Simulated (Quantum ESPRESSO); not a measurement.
# Nb in Quantum ESPRESSO: notebook, part 2 of 2

Quantum ESPRESSO 7.5.

### 3 Work function, PBE

pw.in

```
&CONTROL
  calculation = 'scf'
  prefix = 'pwscf'
  outdir = './tmp'
  pseudo_dir = './pseudo'
  tprnfor = .true.
  disk_io = 'low'
/
&SYSTEM
  ibrav = 0
  celldm(1) = 8
  nat = 6
  ntyp = 1
  ecutwfc = 66
  nbnd = 51
  occupations = 'smearing'
  smearing = 'fd'
  degauss = 0.00367493
/
&ELECTRONS
  conv_thr = 6d-09
  electron_maxstep = 150
  mixing_beta = 0.3
  mixing_mode = 'local-TF'
/
ATOMIC_SPECIES
Nb    92.9064 Nb.upf
CELL_PARAMETERS alat
  0.7065359256767  -0.0000000000000   0.0000000000000
 -0.0000000000000   0.7065359256767   0.0000000000000
  0.0000000000000   0.0000000000000   6.0412182046630
ATOMIC_POSITIONS crystal
Nb     0.5000000000    0.5000000000    0.2932551320
Nb     0.0000000000    0.0000000000    0.3759530792
Nb     0.5000000000    0.5000000000    0.4586510264
Nb     0.0000000000    0.0000000000    0.5413489736
Nb     0.5000000000    0.5000000000    0.6240469208
Nb     0.0000000000    0.0000000000    0.7067448680
K_POINTS automatic
9 9 1 0 0 0
```

pp_density.in

```
&INPUTPP
  prefix = 'pwscf'
  outdir = './tmp'
  filplot = 'density.dat'
  plot_num = 0
/
&PLOT
  nfile = 1
  filepp(1) = 'density.dat'
  iflag = 3
  output_format = 6
  fileout = 'density.cube'
/
```

pp_potential.in

```
&INPUTPP
  prefix = 'pwscf'
  outdir = './tmp'
  filplot = 'potential.dat'
  plot_num = 11
/
&PLOT
  nfile = 1
  filepp(1) = 'potential.dat'
  iflag = 3
  output_format = 6
  fileout = 'potential.cube'
/
```

pp_elf.in

```
&INPUTPP
  prefix = 'pwscf'
  outdir = './tmp'
  filplot = 'elf.dat'
  plot_num = 8
/
&PLOT
  nfile = 1
  filepp(1) = 'elf.dat'
  iflag = 3
  output_format = 6
  fileout = 'elf.cube'
/
```

Potentials or basis: PseudoDojo 0.4.1 SR PBE standard.

Launch:

```console
$ OMP_NUM_THREADS=1 mpirun -n 2 pw.x -nk 2 -in pw.in > pw.out
$ OMP_NUM_THREADS=1 mpirun -n 1 pp.x -in pp_density.in > pp_density.out
$ OMP_NUM_THREADS=1 mpirun -n 1 pp.x -in pp_potential.in > pp_potential.out
$ OMP_NUM_THREADS=1 mpirun -n 1 pp.x -in pp_elf.in > pp_elf.out
```

pw.out:

```text
This program is part of the open-source Quantum ESPRESSO suite
     for quantum simulation of materials; please cite
         "P. Giannozzi et al., J. Phys.:Condens. Matter 21 395502 (2009);
         "P. Giannozzi et al., J. Phys.:Condens. Matter 29 465901 (2017);
         "P. Giannozzi et al., J. Chem. Phys. 152 154105 (2020);
     in publications or presentations arising from this work. More details at

     Message from routine setup:
     using ibrav=0 with symmetry is DISCOURAGED, use correct ibrav instead

     K-points division:     npool     =       2
     Subspace diagonalization in iterative solution of the eigenvalue problem:
     a serial algorithm will be used

     G-vector sticks info
     --------------------
     sticks:   dense  smooth     PW     G-vecs:    dense   smooth      PW
     Sum         673     673    193               112057   112057   17863

     Using Slab Decomposition

     bravais-lattice index     =            0
     lattice parameter (alat)  =       8.0000  a.u.
     unit-cell volume          =    1544.0558 (a.u.)^3
     number of atoms/cell      =            6
     number of atomic types    =            1
     number of electrons       =        78.00
     number of Kohn-Sham states=           51
     kinetic-energy cutoff     =      66.0000  Ry
     charge density cutoff     =     264.0000  Ry
     scf convergence threshold =      6.0E-09
     mixing beta               =       0.3000
     number of iterations used =            8  local-TF  mixing
     Exchange-correlation= PBE
                           (   1   4   3   4   0   0   0)

     celldm(1)=   8.000000  celldm(2)=   0.000000  celldm(3)=   0.000000
     celldm(4)=   0.000000  celldm(5)=   0.000000  celldm(6)=   0.000000

     crystal axes: (cart. coord. in units of alat)
               a(1) = (   0.706536  -0.000000   0.000000 )
               a(2) = (  -0.000000   0.706536   0.000000 )
               a(3) = (   0.000000   0.000000   6.041218 )

     reciprocal axes: (cart. coord. in units 2 pi/alat)
               b(1) = (  1.415356  0.000000 -0.000000 )
               b(2) = (  0.000000  1.415356 -0.000000 )
               b(3) = ( -0.000000 -0.000000  0.165530 )

     PseudoPot. # 1 for Nb read from file:
     Nb.upf
     Pseudo is Norm-conserving + core correction, Zval = 13.0
     Generated using ONCVPSP code by D. R. Hamann
     Using radial grid of 1680 points,  6 beta functions with:
                l(1) =   0
                l(2) =   0
                l(3) =   1
                l(4) =   1
                l(5) =   2
                l(6) =   2

     atomic species   valence    mass     pseudopotential
     Nb               13.00    92.90640     Nb( 1.00)

     16 Sym. Ops., with inversion, found ( 8 have fractional translation)

   Cartesian axes

     site n.     atom                  positions (alat units)
         1        Nb     tau(   1) = (   0.3532680   0.3532680   1.7716182  )
         2        Nb     tau(   2) = (   0.0000000   0.0000000   2.2712146  )
         3        Nb     tau(   3) = (   0.3532680   0.3532680   2.7708109  )
         4        Nb     tau(   4) = (   0.0000000   0.0000000   3.2704073  )
         5        Nb     tau(   5) = (   0.3532680   0.3532680   3.7700036  )
         6        Nb     tau(   6) = (   0.0000000   0.0000000   4.2696000  )

     number of k points=    15  Fermi-Dirac smearing, width (Ry)=  0.0037
                       cart. coord. in units 2pi/alat
        k(    1) = (   0.0000000   0.0000000   0.0000000), wk =   0.0246914
        k(    2) = (   0.0000000   0.1572618   0.0000000), wk =   0.0987654
        k(    3) = (   0.0000000   0.3145236   0.0000000), wk =   0.0987654
        k(    4) = (   0.0000000   0.4717854   0.0000000), wk =   0.0987654
        k(    5) = (   0.0000000   0.6290472   0.0000000), wk =   0.0987654
        k(    6) = (   0.1572618   0.1572618   0.0000000), wk =   0.0987654
        k(    7) = (   0.1572618   0.3145236   0.0000000), wk =   0.1975309
        k(    8) = (   0.1572618   0.4717854   0.0000000), wk =   0.1975309
        k(    9) = (   0.1572618   0.6290472   0.0000000), wk =   0.1975309
        k(   10) = (   0.3145236   0.3145236   0.0000000), wk =   0.0987654
        k(   11) = (   0.3145236   0.4717854   0.0000000), wk =   0.1975309
        k(   12) = (   0.3145236   0.6290472   0.0000000), wk =   0.1975309
        k(   13) = (   0.4717854   0.4717854   0.0000000), wk =   0.0987654
        k(   14) = (   0.4717854   0.6290472   0.0000000), wk =   0.1975309
        k(   15) = (   0.6290472   0.6290472   0.0000000), wk =   0.0987654

     Dense  grid:   112057 G-vectors     FFT dimensions: (  30,  30, 250)

     Initial potential from superposition of free atoms

     starting charge      77.9861, renormalised to      78.0000

     negative rho (up, down):  3.083E-05 0.000E+00
     Starting wfcs are   60 randomized atomic wfcs

     Self-consistent Calculation

     iteration #  1     ecut=    66.00 Ry     beta= 0.30
     Davidson diagonalization with overlap
     ethr =  1.00E-02,  avg # of iterations =  2.7

     total energy              =    -747.20981748 Ry
     estimated scf accuracy    <       8.74741714 Ry

     iteration #  2     ecut=    66.00 Ry     beta= 0.30
     Davidson diagonalization with overlap
     ethr =  1.00E-02,  avg # of iterations =  1.0

     total energy              =    -747.12473159 Ry
     estimated scf accuracy    <       1.86179941 Ry

     iteration #  3     ecut=    66.00 Ry     beta= 0.30
     Davidson diagonalization with overlap
     ethr =  2.39E-03,  avg # of iterations =  1.1

     total energy              =    -747.08449771 Ry
     estimated scf accuracy    <       0.24806664 Ry

     iteration #  4     ecut=    66.00 Ry     beta= 0.30
     Davidson diagonalization with overlap
     ethr =  3.18E-04,  avg # of iterations =  3.4

     total energy              =    -747.09265410 Ry
     estimated scf accuracy    <       0.04402466 Ry

     iteration #  5     ecut=    66.00 Ry     beta= 0.30
     Davidson diagonalization with overlap
     ethr =  5.64E-05,  avg # of iterations =  7.9
[... 93 lines left out ...]
     iteration # 17     ecut=    66.00 Ry     beta= 0.30
     Davidson diagonalization with overlap
     ethr =  1.33E-10,  avg # of iterations =  4.1

     total energy              =    -747.10070981 Ry
     estimated scf accuracy    <       0.00000013 Ry

     iteration # 18     ecut=    66.00 Ry     beta= 0.30
     Davidson diagonalization with overlap
     ethr =  1.33E-10,  avg # of iterations =  2.1

     negative rho (up, down):  1.115E-06 0.000E+00

     total energy              =    -747.10070982 Ry
     estimated scf accuracy    <       0.00000001 Ry

     iteration # 19     ecut=    66.00 Ry     beta= 0.30
     Davidson diagonalization with overlap
     ethr =  1.82E-11,  avg # of iterations =  4.4

     End of self-consistent calculation

          k = 0.0000 0.0000 0.0000 ( 14061 PWs)   bands (ev):

   -48.4723 -48.4721 -48.2510 -48.2269 -48.1250 -48.0250 -24.7999 -24.7581
   -24.5292 -24.2803 -24.2050 -24.2050 -24.2013 -24.2013 -24.0282 -24.0282
   -24.0108 -23.9649 -23.9649 -23.8429 -23.8429 -23.7618 -23.7040 -23.7040
     0.6381   1.3318   2.2806   2.6746   2.9477   2.9670   3.3798   3.7114
     4.3000   5.0150   5.7505   6.2710   6.3974   6.4019   6.7939   6.7939
     7.2301   7.2301   7.5818   7.9549   7.9895   7.9895   8.4307   8.8786
     8.9890   8.9890   9.2618

          k = 0.0000 0.1573 0.0000 ( 14023 PWs)   bands (ev):

   -48.4634 -48.4632 -48.2404 -48.2194 -48.1191 -48.0233 -24.7738 -24.7463
   -24.5472 -24.3637 -24.2678 -24.2297 -24.1926 -24.1897 -24.0927 -24.0839
   -24.0163 -23.9635 -23.9593 -23.9124 -23.8411 -23.7566 -23.7495 -23.7077
     0.9269   1.5914   2.5079   2.9082   3.1833   3.1932   3.6053   3.9219
     4.4785   5.1368   5.8004   6.1494   6.2455   6.5660   6.6890   6.8889
     7.0277   7.2310   7.4222   7.5285   7.7597   7.8269   8.4589   8.5814
     8.6558   8.9274   9.0955

          k = 0.0000 0.3145 0.0000 ( 14003 PWs)   bands (ev):

   -48.4406 -48.4406 -48.2130 -48.2000 -48.1031 -48.0206 -24.7289 -24.7200
   -24.6203 -24.5468 -24.4275 -24.3548 -24.2253 -24.2028 -24.1618 -24.1606
   -24.0788 -23.9847 -23.9787 -23.9457 -23.8372 -23.8216 -23.7759 -23.7193
     1.6948   2.2163   2.9288   3.4282   3.5078   3.6074   4.2532   4.5857
     5.1631   5.5877   5.8127   5.8848   5.9418   6.5474   6.5537   6.8647
     6.9125   7.1024   7.1530   7.1844   7.4394   7.7345   7.8056   7.8958
     8.5120   8.6440   9.2797
[... 101 lines left out ...]
          k = 0.4718 0.6290 0.0000 ( 13983 PWs)   bands (ev):

   -48.3519 -48.3519 -48.1145 -48.1144 -48.0055 -47.9946 -24.7629 -24.7614
   -24.7362 -24.7307 -24.5947 -24.5935 -24.5055 -24.4995 -24.4059 -24.3907
   -24.3036 -24.2529 -24.1706 -24.1373 -24.0726 -24.0591 -23.9994 -23.9876
     3.1525   3.2630   3.6284   3.6473   3.8988   4.0276   4.1344   4.1745
     4.5075   4.5624   4.8432   4.9456   6.0319   6.2614   6.9557   7.2172
     8.0808   8.2440   8.2449   8.2980   8.6951   8.6975   9.0064   9.0854
     9.7895  10.0342  10.7960

          k = 0.6290 0.6290 0.0000 ( 13962 PWs)   bands (ev):

   -48.3385 -48.3385 -48.1007 -48.1007 -47.9885 -47.9847 -24.7970 -24.7946
   -24.7810 -24.7780 -24.6123 -24.5997 -24.5152 -24.4704 -24.4628 -24.4315
   -24.3234 -24.3073 -24.1830 -24.1436 -24.1248 -24.1011 -24.0608 -24.0503
     2.8293   2.8606   3.3500   3.3754   3.5329   3.6028   3.9350   4.0023
     4.0989   4.1697   4.9747   5.0370   6.1305   6.2672   7.5216   7.7289
     8.4073   8.5231   9.2602   9.3622   9.3770   9.5763   9.8095  10.2658
    10.3965  10.5734  11.2106

     the Fermi energy is     6.5472 ev

!    total energy              =    -747.10070983 Ry
     estimated scf accuracy    <          1.7E-09 Ry
     smearing contrib. (-TS)   =      -0.00570935 Ry
     internal energy E=F+TS    =    -747.09500048 Ry

     The total energy is F=E-TS. E is the sum of the following terms:
     one-electron contribution =   -5071.37563316 Ry
     hartree contribution      =    2546.30960891 Ry
     xc contribution           =    -156.14519155 Ry
     ewald contribution        =    1934.11621531 Ry

     convergence has been achieved in  19 iterations

     Forces acting on atoms (cartesian axes, Ry/au):

     atom    1 type  1   force =     0.00000000    0.00000000    0.01650524
     atom    2 type  1   force =     0.00000000    0.00000000   -0.02483674
     atom    3 type  1   force =     0.00000000    0.00000000    0.01295980
     atom    4 type  1   force =     0.00000000    0.00000000   -0.01295980
     atom    5 type  1   force =     0.00000000    0.00000000    0.02483674
     atom    6 type  1   force =     0.00000000    0.00000000   -0.01650524

     Total force =     0.045984     Total SCF correction =     0.000186

=------------------------------------------------------------------------------=
   JOB DONE.
=------------------------------------------------------------------------------=
```

Run time: 2.4 min. Hardware: 2 MPI ranks of Arm Neoverse V2, shared host; peak memory 0.58 GiB.

The run converged, but some of its settings lie outside the range that counts as converged, so its numbers aren't taken as properties of the slab.

What came out:

```yaml
Free_energy: -10164.8230 eV
Largest_force: 0.639 eV/Å
Band_gap_on_the_k_mesh: none (metal or under the smearing width)
Work_function_of_the_upper_face: 4.38 eV
Work_function_of_the_lower_face: 4.38 eV
```

### 4 Work function, PBE

Edit pw.in of step 3 so:

```diff
@@ -13,3 +13,3 @@
   ntyp = 1
-  ecutwfc = 66
+  ecutwfc = 82
   nbnd = 51
```

pp_density.in is that of step 3.

pp_potential.in is that of step 3.

pp_elf.in is that of step 3.

Potentials or basis: PseudoDojo 0.4.1 SR PBE standard.

Launch:

```console
$ OMP_NUM_THREADS=1 mpirun -n 2 pw.x -nk 2 -in pw.in > pw.out
$ OMP_NUM_THREADS=1 mpirun -n 1 pp.x -in pp_density.in > pp_density.out
$ OMP_NUM_THREADS=1 mpirun -n 1 pp.x -in pp_potential.in > pp_potential.out
$ OMP_NUM_THREADS=1 mpirun -n 1 pp.x -in pp_elf.in > pp_elf.out
```

pw.out:

```text
This program is part of the open-source Quantum ESPRESSO suite
     for quantum simulation of materials; please cite
         "P. Giannozzi et al., J. Phys.:Condens. Matter 21 395502 (2009);
         "P. Giannozzi et al., J. Phys.:Condens. Matter 29 465901 (2017);
         "P. Giannozzi et al., J. Chem. Phys. 152 154105 (2020);
     in publications or presentations arising from this work. More details at

     Message from routine setup:
     using ibrav=0 with symmetry is DISCOURAGED, use correct ibrav instead

     K-points division:     npool     =       2
     Subspace diagonalization in iterative solution of the eigenvalue problem:
     a serial algorithm will be used

     G-vector sticks info
     --------------------
     sticks:   dense  smooth     PW     G-vecs:    dense   smooth      PW
     Sum         845     845    241               154851   154851   24303

     Using Slab Decomposition

     bravais-lattice index     =            0
     lattice parameter (alat)  =       8.0000  a.u.
     unit-cell volume          =    1544.0558 (a.u.)^3
     number of atoms/cell      =            6
     number of atomic types    =            1
     number of electrons       =        78.00
     number of Kohn-Sham states=           51
     kinetic-energy cutoff     =      82.0000  Ry
     charge density cutoff     =     328.0000  Ry
     scf convergence threshold =      6.0E-09
[... 71 lines left out ...]

     Self-consistent Calculation

     iteration #  1     ecut=    82.00 Ry     beta= 0.30
     Davidson diagonalization with overlap
     ethr =  1.00E-02,  avg # of iterations =  2.7

     total energy              =    -747.22412737 Ry
     estimated scf accuracy    <       8.75058914 Ry
[... 118 lines left out ...]
     iteration # 17     ecut=    82.00 Ry     beta= 0.30
     Davidson diagonalization with overlap
     ethr =  9.27E-11,  avg # of iterations =  2.8

     End of self-consistent calculation

          k = 0.0000 0.0000 0.0000 ( 19383 PWs)   bands (ev):

   -48.4684 -48.4682 -48.2470 -48.2229 -48.1211 -48.0211 -24.8018 -24.7601
   -24.5314 -24.2828 -24.2069 -24.2069 -24.2035 -24.2035 -24.0303 -24.0303
   -24.0130 -23.9667 -23.9667 -23.8445 -23.8445 -23.7632 -23.7059 -23.7059
     0.6382   1.3318   2.2804   2.6746   2.9476   2.9668   3.3799   3.7115
     4.3001   5.0152   5.7506   6.2708   6.3975   6.4017   6.7941   6.7941
     7.2302   7.2302   7.5814   7.9547   7.9895   7.9895   8.4299   8.8788
     8.9889   8.9889   9.2616
[... 133 lines left out ...]
   -48.3346 -48.3346 -48.0967 -48.0967 -47.9845 -47.9807 -24.7988 -24.7964
   -24.7827 -24.7798 -24.6140 -24.6015 -24.5171 -24.4724 -24.4649 -24.4336
   -24.3252 -24.3091 -24.1850 -24.1455 -24.1267 -24.1032 -24.0627 -24.0522
     2.8294   2.8607   3.3501   3.3754   3.5330   3.6029   3.9350   4.0023
     4.0989   4.1696   4.9746   5.0369   6.1303   6.2670   7.5213   7.7284
     8.4074   8.5230   9.2599   9.3621   9.3764   9.5758   9.8085  10.2642
    10.3963  10.5732  11.2103

     the Fermi energy is     6.5470 ev

!    total energy              =    -747.11487767 Ry
     estimated scf accuracy    <          2.2E-09 Ry
     smearing contrib. (-TS)   =      -0.00570556 Ry
     internal energy E=F+TS    =    -747.10917211 Ry

     The total energy is F=E-TS. E is the sum of the following terms:
     one-electron contribution =   -5071.39586562 Ry
     hartree contribution      =    2546.31804532 Ry
     xc contribution           =    -156.14756714 Ry
     ewald contribution        =    1934.11621532 Ry

     convergence has been achieved in  17 iterations

     Forces acting on atoms (cartesian axes, Ry/au):

     atom    1 type  1   force =     0.00000000    0.00000000    0.01648475
     atom    2 type  1   force =     0.00000000    0.00000000   -0.02484299
     atom    3 type  1   force =     0.00000000    0.00000000    0.01296149
     atom    4 type  1   force =     0.00000000    0.00000000   -0.01296149
     atom    5 type  1   force =     0.00000000    0.00000000    0.02484299
     atom    6 type  1   force =     0.00000000    0.00000000   -0.01648475

     Total force =     0.045977     Total SCF correction =     0.000151

=------------------------------------------------------------------------------=
   JOB DONE.
=------------------------------------------------------------------------------=
```

pp_density.out:

```text
This program is part of the open-source Quantum ESPRESSO suite
     for quantum simulation of materials; please cite
         "P. Giannozzi et al., J. Phys.:Condens. Matter 21 395502 (2009);
         "P. Giannozzi et al., J. Phys.:Condens. Matter 29 465901 (2017);
         "P. Giannozzi et al., J. Chem. Phys. 152 154105 (2020);
     in publications or presentations arising from this work. More details at

     IMPORTANT: XC functional enforced from input :
     Exchange-correlation= PBE
                           (   1   4   3   4   0   0   0)
     Any further DFT definition will be discarded
     Please, verify this is what you really want

     G-vector sticks info
     --------------------
     sticks:   dense  smooth     PW     G-vecs:    dense   smooth      PW
     Sum         845     845    241               154851   154851   24303

     Using Slab Decomposition

     Calling punch_plot, plot_num =   0
     Writing data to file  density.dat
     Reading data from file  density.dat

     Writing data to be plotted to file density.cube
     Plot Type: 3D                     Output format: Gaussian cube

=------------------------------------------------------------------------------=
   JOB DONE.
=------------------------------------------------------------------------------=
```

Run time: 3.4 min. Hardware: 2 MPI ranks of Arm Neoverse V2, shared host; peak memory 0.78 GiB.

Results:

- Free energy: -10165.0158 eV
- Largest force: 0.639 eV/Å
- Band gap on the k mesh: none (metal or under the smearing width)
- Work function of the upper face: 4.38 eV
- Work function of the lower face: 4.38 eV

Forces on the atoms (eV/Å):
```
Nb   0.000  0.000  0.424
Nb   0.000  0.000 -0.639
Nb   0.000  0.000  0.333
Nb   0.000  0.000 -0.333
Nb   0.000  0.000  0.639
Nb   0.000  0.000 -0.424
```

Levels at points of the mesh, in eV from the Fermi level:
```
           k point  band 35  band 36  band 37  band 38  band 39  band 40  band 41  band 42  band 43  band 44
(0.00, 0.00, 0.00)    -0.80    -0.28    -0.15    -0.15     0.25     0.25     0.68     0.68     1.03     1.41
```
